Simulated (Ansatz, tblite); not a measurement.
## A script for Na₂S (GFN2-xTB)

These are simulated results from tblite 0.8.0, not measurements. The cell was built from a prototype and was relaxed with r2SCAN in plane waves (Ansatz 0.2.0). Not every such cell is a known phase. All runs are without spin polarisation.

Space group Fm-3m (No. 225), cubic; conventional cell a = 6.511 Å, 23.00 Å³ an atom. Around S lie 8 Na at 2.82 Å; around Na lie 4 S at 2.82 Å.

tblite solves periodic systems at the zone centre alone, so the script builds a cluster of 2×2×2 conventional cells (96 atoms), which folds in a coarse mesh of k points.

Input script:

```python
import json
from ase import Atoms
from ase.build import make_supercell
from ase.units import Bohr, GPa, Hartree
from tblite.interface import Calculator

atoms = Atoms(['S', 'Na', 'Na'],
              cell=[[-0.0, 3.255432, 3.255432], [3.255432, -0.0, 3.255432], [3.255432, 3.255432, -0.0]],
              scaled_positions=[[-0.0, 0.0, 0.0], [0.25, 0.25, 0.25], [0.75, 0.75, 0.75]],
              pbc=True)
cluster = make_supercell(atoms, [[-2, 2, 2], [2, -2, 2], [2, 2, -2]])
calc = Calculator('GFN2-xTB', cluster.numbers, cluster.positions / Bohr, lattice=cluster.cell[:] / Bohr, periodic=cluster.pbc)
calc.set('temperature', 0.02 / Hartree)
calc.set('max-iter', 150)
res = calc.singlepoint()
levels = res.get('orbital-energies') * Hartree
nv = round(res.get('orbital-occupations').sum() / 2)
cells = len(cluster) // len(atoms)
out = {'energy_per_cell': res.get('energy') * Hartree / cells, 'homo': levels[nv - 1], 'lumo': levels[nv],
       'stress': (-res.get('virial') * Hartree / cluster.get_volume() / GPa).tolist(), 'charges': res.get('charges')[:len(atoms)].tolist(), 'electrons': 2 * nv / cells}
json.dump(out, open('results.json', 'w'))
for key, value in out.items():
    print(key, value)
```

Command: `python run.py`. It took 20 s on 1 thread of Intel(R) Xeon(R) Platinum 8259CL CPU @ 2.50GHz (Skylake/Cascade Lake) (shared host), peak memory 0.13 GiB.

What it printed:

```
------------------------------------------------------------
  cycle        total energy    energy error   density error
------------------------------------------------------------
      1     -116.4823894685  -1.1677716E+02   4.0541166E-01
      2     -119.3346055320  -2.8522161E+00   1.9743774E-01
      3     -118.7668760083   5.6772952E-01   1.9597983E-01
      4     -121.3528139658  -2.5859380E+00   3.8215684E-02
      5     -121.3778343099  -2.5020344E-02   2.9793641E-02
      6     -121.4247257850  -4.6891475E-02   1.4470810E-02
      7     -121.3997289033   2.4996882E-02   2.3672297E-02
      8     -121.4399334129  -4.0204510E-02   5.9760152E-03
      9     -121.4211060719   1.8827341E-02   1.5927356E-02
     10     -121.4186163512   2.4897208E-03   1.7448062E-02
     11     -121.4303535141  -1.1737163E-02   1.1829477E-02
     12     -121.4285492746   1.8042395E-03   1.3189266E-02
     13     -121.4350286746  -6.4794000E-03   9.3531289E-03
     14     -121.4382675880  -3.2389133E-03   7.4168418E-03
     15     -121.4416094531  -3.3418651E-03   4.0742664E-03
     16     -121.4430241446  -1.4146915E-03   1.2616988E-03
     17     -121.4431122128  -8.8068169E-05   7.8587828E-04
     18     -121.4431690896  -5.6876824E-05   1.1340329E-04
     19     -121.4431698713  -7.8175461E-07   6.5319204E-05
     20     -121.4431701229  -2.5155083E-07   3.7064880E-05
     21     -121.4431698496   2.7330782E-07   6.0695863E-05
     22     -121.4431690657   7.8391159E-07   1.0817333E-04
     23     -121.4431701609  -1.0952684E-06   4.1198272E-06
     24     -121.4431701611  -1.5565149E-10   2.1220906E-06
------------------------------------------------------------

 total:                                  19.432 sec
energy_per_cell -103.2699057273872
homo -9.48475563459197
lumo -9.437672272610296
stress [[3.1623688957781177, -1.4859476157821979e-05, -1.4859477187907298e-05], [-1.4859476157802855e-05, 3.1623688957784664, -1.4859476742001195e-05], [-1.4859477187885256e-05, -1.4859476741977479e-05, 3.162368895778454]]
charges [-1.09620262263405, 0.548129588457187, 0.5481040437101508]
electrons 8.0
```

The cycle table is in hartree for the whole cluster, and the lines after it are in eV (the energy for one cell). The printed stress is in GPa and positive in compression, and the pressure is its mean diagonal.

GFN2-xTB gives a gap of 0.05 eV. On the same cell, plane-wave PBE (Ansatz, 8×8×8 k points and the special points) gives a gap of 2.53 eV and r2SCAN a gap of 3.09 eV; on shared hosts these took about 3.3 and 8.2 core-seconds on the 3-atom cell, against 20 for the script. Semilocal gaps usually lie below measured ones. This method closes a gap that PBE finds, a failure in kind.

The pressure on this cell is 3.2 GPa (positive in compression).

xTB was fitted mostly to molecules, and a small cluster samples few k points, so gaps, pressures and kinks along a curve can be far from a solid's.
